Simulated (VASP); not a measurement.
## CdSe in VASP 6.6.1, single-point calculation

INCAR

```
LCHARG = .FALSE.
LREAL = .FALSE.
ISIF = 2
GGA = PE
ISMEAR = -1
LASPH = .TRUE.
PREC = Accurate
IBRION = -1
NSW = 0
ENCUT = 800
NELM = 99
ISPIN = 2
SIGMA = 0.02
LWAVE = .FALSE.
NBANDS = 16
MAGMOM = 0.5 0.5
EDIFF = 1E-7
```

KPOINTS

```
KPOINTS created by Atomic Simulation Environment
0
Gamma
8 8 8
0 0 0
```

POSCAR

```
Cd Se
 1.0000000000000000
     0.1550083127000000    3.1000780395000000    3.1000780395000000
     3.1000780395000000    0.1550083127000000    3.1000780395000000
     3.1000780395000000    3.1000780395000000    0.1550083127000000
 Cd  Se
   1   1
Cartesian
  0.0348463575242437  0.0348463575242437  0.0348463575242437
  1.5539447404007567  1.5539447404007567  1.5539447404007565
```

The recommended PBE PAW datasets give the neutral cell 18 valence electrons.

Command

```
mpirun -np 1 vasp_std
```

Predict the outcome of this run.

It converged. Results: pressure 4.2 GPa; magnetic moment of the cell 0.00 μB.

OSZICAR

```
N       E                     dE             d eps       ncg     rms          rms(c)
DAV:   1     0.136113395655E+03    0.13611E+03   -0.10787E+04  4160   0.139E+03
DAV:   2    -0.206617309799E+00   -0.13632E+03   -0.12732E+03  4896   0.291E+02
DAV:   3    -0.568363902430E+01   -0.54770E+01   -0.54630E+01  5048   0.591E+01
DAV:   4    -0.571129749232E+01   -0.27658E-01   -0.27657E-01  5096   0.418E+00
DAV:   5    -0.571146120919E+01   -0.16372E-03   -0.16372E-03  5328   0.281E-01    0.699E+00
DAV:   6    -0.542955943959E+01    0.28190E+00   -0.55405E-01  5856   0.907E+00    0.513E+00
DAV:   7    -0.540994863388E+01    0.19611E-01   -0.15739E-01  4760   0.268E+00    0.255E+00
DAV:   8    -0.541296474803E+01   -0.30161E-02   -0.20089E-02  4664   0.125E+00    0.859E-01
DAV:   9    -0.541229290953E+01    0.67184E-03   -0.13301E-03  4904   0.269E-01    0.267E-01
DAV:  10    -0.541229818540E+01   -0.52759E-05   -0.31550E-04  4936   0.149E-01    0.729E-02
DAV:  11    -0.541240185875E+01   -0.10367E-03   -0.90585E-05  5128   0.818E-02    0.366E-02
DAV:  12    -0.541243859373E+01   -0.36735E-04   -0.27431E-05  5088   0.440E-02    0.275E-02
DAV:  13    -0.541244586373E+01   -0.72700E-05   -0.64182E-06  5272   0.190E-02    0.567E-03
DAV:  14    -0.541244751595E+01   -0.16522E-05   -0.16231E-06  5256   0.782E-03    0.219E-03
DAV:  15    -0.541244784270E+01   -0.32675E-06   -0.33448E-07  5176   0.379E-03    0.116E-03
DAV:  16    -0.541244788089E+01   -0.38187E-07   -0.10752E-07  4936   0.224E-03
   1 F= -.54124479E+01 E0= -.54124479E+01  d E =-.378369E-07  mag=    -0.0000
```

For comparison, a separate PBE run of the intended cell, on usual settings and not on those above, gives a gap of 0.45 eV on its mesh and a pressure of 4.2 GPa.
